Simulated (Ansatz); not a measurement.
# Na2S: how the settings move a single-point run

How sensitive is a single-point run of Na2S to its settings? A reference run comes first, then six runs with altered input.

Computed with Ansatz 0.2.0 (reference: DFT, PBEsol, plane waves, PAW, unless a step's input says otherwise).

### 1 Starting point

It takes space group Fm-3m (No. 225, cubic). Conventional cell: a = 6.511 Å, b = 6.511 Å, c = 6.511 Å, α = 90.00°, β = 90.00°, γ = 90.00°. Na (site symmetry -43m) has 4 S at 2.82 Å as nearest neighbours. S (site symmetry m-3m) is surrounded by 8 Na at 2.82 Å.

As a file:

```cif
data_structure
_symmetry_space_group_name_H-M 'Fm-3m'
_symmetry_Int_Tables_number 225
_cell_length_a 6.5109
_cell_length_b 6.5109
_cell_length_c 6.5109
_cell_angle_alpha 90.000
_cell_angle_beta 90.000
_cell_angle_gamma 90.000
_cell_volume 276.00
loop_
_atom_site_label
_atom_site_type_symbol
_atom_site_symmetry_multiplicity
_atom_site_Wyckoff_symbol
_atom_site_fract_x
_atom_site_fract_y
_atom_site_fract_z
_atom_site_occupancy
Na1 Na 8 c 0.25000 0.75000 0.75000 1
S1 S 4 a 0.00000 0.00000 0.00000 1
```

### 2 The reference run

Input file input.yaml:

```yaml
crystal:
  lattice:
    - [0.0, 3.2554286299, 3.2554286299]
    - [3.2554286299, 0.0, 3.2554286299]
    - [3.2554286299, 3.2554286299, 0.0]
  atoms:
    - { symbol: Na, position: [0.25, 0.25, 0.25] }
    - { symbol: Na, position: [0.75, 0.75, 0.75] }
    - { symbol: S, position: [0.0, 0.0, 0.0] }
kpoints:
  mp_grid: { grid: [6, 6, 6] }
hamiltonian:
  xc: pbesol
scf:
  occupations: { method: fixed }
  n_extra_bands: 4
output:
  forces: true
  stress: true
  eigenvalues: true
```

Run with:

```console
$ ansatz run input.yaml --threads 4 --pin off --max-ram 3686MiB --backend cpu --events-out ev --progress --plain --runs-dir out
```

### 3 Changing settings: xc_grid 3

input.yaml: that of step 2 with these lines changed.

```diff
@@ -20 +20,3 @@
   eigenvalues: true
+basis:
+  xc_grid: 3
```

### 4 Changing settings: dispersion d3bj

input.yaml: that of step 2 with these lines changed.

```diff
@@ -13,2 +13,3 @@
   xc: pbesol
+  dispersion: d3bj
 scf:
```

### 5 Variant: xc mr2scan

input.yaml: that of step 2 with these lines changed.

```diff
@@ -12,3 +12,3 @@
 hamiltonian:
-  xc: pbesol
+  xc: mr2scan
 scf:
```

### 6 Variant: n_extra_bands 24

input.yaml: that of step 2 with these lines changed.

```diff
@@ -15,3 +15,3 @@
   occupations: { method: fixed }
-  n_extra_bands: 4
+  n_extra_bands: 24
 output:
```

### 7 Changing settings: mixing.ndim 30

input.yaml: that of step 2 with these lines changed.

```diff
@@ -16,2 +16,4 @@
   n_extra_bands: 4
+  mixing: { ndim: 30 }
+  max_iter: 88
 output:
```

### 8 The same system, input altered

input.yaml: that of step 2 with these lines changed.

```diff
@@ -16,2 +16,4 @@
   n_extra_bands: 4
+  convergence: { dr2_threshold: 0.0001 }
+  max_iter: 63
 output:
```

(Steps that only read results are left out.)

What does the calculation give? Wanted: for each run, ending; energy change; pressure; gap; force.

**Answer**, as computed:

```csv
run,ending,energy change,pressure (GPa),gap (eV),force (eV/Å),cycles,time
reference,converged,0,-0.1,2.41,0.00,6,0.69 s
1: xc_grid 3,converged,0.0 meV/atom,-0.1,2.41,0.00,6,0.72 s
2: dispersion d3bj,converged,-229.2 meV/atom (offset of the dispersion model),-1.8,2.41,0.00,6,0.69 s
3: xc mr2scan,converged,not comparable,0.0,3.09,0.00,6,1.8 s
4: n_extra_bands 24,converged,0.0 meV/atom,-0.1,2.41,0.00,6,0.91 s
5: mixing.ndim 30,converged,0.0 meV/atom,-0.1,2.41,0.00,6,0.69 s
6: dr2_threshold 0.0001,converged,0.0 meV/atom,-0.1,2.41,0.00,6,0.72 s
```

Residual by cycle in the longest SCF loop of each run; runs are numbered as in the table. The quantity is the density residual dr2, in eV.

```csv
cycle,reference,run 1,run 2,run 3,run 4,run 5,run 6
1,0.0121,0.0121,0.0121,0.0177,0.015,0.0121,0.0121
2,4.2e-4,4.2e-4,4.2e-4,0.00135,3.8e-4,4.2e-4,4.2e-4
3,3.8e-5,3.8e-5,3.8e-5,1.5e-4,8.4e-5,3.8e-5,3.8e-5
4,2.6e-6,2.5e-6,2.6e-6,1.5e-5,4.8e-6,2.6e-6,2.5e-6
5,1.3e-8,1.3e-8,1.3e-8,1.1e-7,1.1e-7,1.3e-8,1.3e-8
6,2.2e-10,6.1e-10,2.2e-10,1.4e-8,3.2e-8,2.2e-10,3.6e-10
```

Of the converged runs whose energies compare with the reference's, none moves it noticeably.
